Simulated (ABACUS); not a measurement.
**Si2Ni: single point with PBE**

Si2Ni:

```xyz
3
Lattice="0.0000 2.7030 2.7030 2.7030 0.0000 2.7030 2.7030 2.7030 0.0000" Properties=species:S:1:pos:R:3 pbc="T T T"
Ni    0.0000    0.0000    0.0000
Si    4.0545    4.0545    4.0545
Si    1.3515    1.3515    1.3515
```

| Item | Value |
| --- | --- |
| Program | ABACUS 3.10.1 |
| Task | single point |
| Functional | PBE |
| Potentials or basis | Ansatz NC PBE |
| Cutoff | 1401 eV |
| Density cutoff | 5606 eV |
| Basis | plane waves |
| k mesh | 6 × 6 × 6 |
| Occupations | fermi-dirac, width 0.05 eV |
| Spin | collinear spin, ferromagnetic start |
| Starting moments | [1.0, 0.0, 0.0] μB |

```
Pressure               : 3.8 GPa
Band gap on the k mesh : none (metal or under the smearing width)
Net moment             : 0.00 μB per cell
Absolute moment        : 0.00 μB per cell
```

Levels at points of the mesh, in eV from the Fermi level:
Spin up:
```csv
k point,band 10,band 11,band 12,band 13,band 14,band 15
"(0.00, 0.00, 0.00)",-3.54,-0.39,1.66,1.66,1.66,2.18
"(0.50, 0.50, 0.50)",-3.35,-3.35,-1.54,-1.54,1.70,1.76
"(0.50, 0.50, 0.00)",-3.65,-3.65,-3.48,-3.13,-0.45,1.36
```
Spin down:
```tsv
k point	band 11	band 12	band 13	band 14	band 15
(0.00, 0.00, 0.00)	-0.39	1.66	1.66	1.66	2.18
(0.50, 0.50, 0.50)	-3.35	-1.54	-1.54	1.70	1.77
(0.50, 0.50, 0.00)	-3.65	-3.48	-3.13	-0.45	1.36
```

Wall time 12 s on 4 MPI ranks on Intel(R) Xeon(R) Platinum 8488C (Sapphire Rapids) (shared host), peak memory 0.32 GiB a rank.
